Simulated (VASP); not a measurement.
Wanted: the native input for a VASP 6.6.1 run.

```yaml
Task: relaxation of cell and atoms
Functional: LDA
Potentials_or_basis: VASP PAW LDA potentials, release 64 (Ru_pv)
Cutoff: 600 eV
k_mesh: 13 × 13 × 13
Occupations: fermi-dirac, width 0.1 eV
Spin: no spin polarisation
Dipole_correction: no
Further_INCAR_settings: ALGO = Normal; EDIFF = 1e-06; IBRION = 2; EDIFFG = -0.01; NSW = 80; ISIF = 3
```

The structure of Ru lies in POSCAR:

```
Ru
1.0
    2.4462764308      0.0000000000      0.0000000000
    0.0000000000      2.4462764308      0.0000000000
    0.0000000000      0.0000000000      2.4462764308
Ru
1
Direct
    0.0000000000      0.0000000000      0.0000000000
```

The cell was built by a generator and needn't be a form met in nature.

These files were run (other wordings do the same):

INCAR

```
SYSTEM = Ru
PREC = Accurate
ENCUT = 600
EDIFF = 1E-6
ISMEAR = -1
SIGMA = 0.1
LREAL = .False.
LASPH = .True.
NELM = 100
ALGO = Normal
ISIF = 3
LWAVE = .False.
LCHARG = .False.
GGA = CA
IBRION = 2
NSW = 80
EDIFFG = -0.01
```

KPOINTS

```
Automatic mesh
0
Gamma
  13 13 13
  0 0 0
```

Potentials or basis: VASP PAW LDA potentials, release 64 (Ru_pv).

Run with:

```console
$ cat potpaw_LDA.64/Ru_pv/POTCAR > POTCAR
$ mpirun -np 1 vasp_std > vasp.out
```

Results of the run:

The relaxed volume is 15.02 Å³/atom and the relaxed cell is a = 2.467 Å, b = 2.467 Å, c = 2.467 Å, α = 90.00°, β = 90.00°, γ = 90.00°. The space group after relaxing (to 0.05 Å) is Pm-3m (No. 221). The energy gained by relaxing is 8.0 meV/atom. The ionic steps are 4 and the pressure after relaxing is -0.1 GPa. The band gap on the k mesh is none (metal or under the smearing width).

Run time: 21 s on 1 thread of Intel(R) Xeon(R) Platinum 8259CL CPU @ 2.50GHz (Skylake/Cascade Lake), on a shared host, peak memory 0.13 GiB.
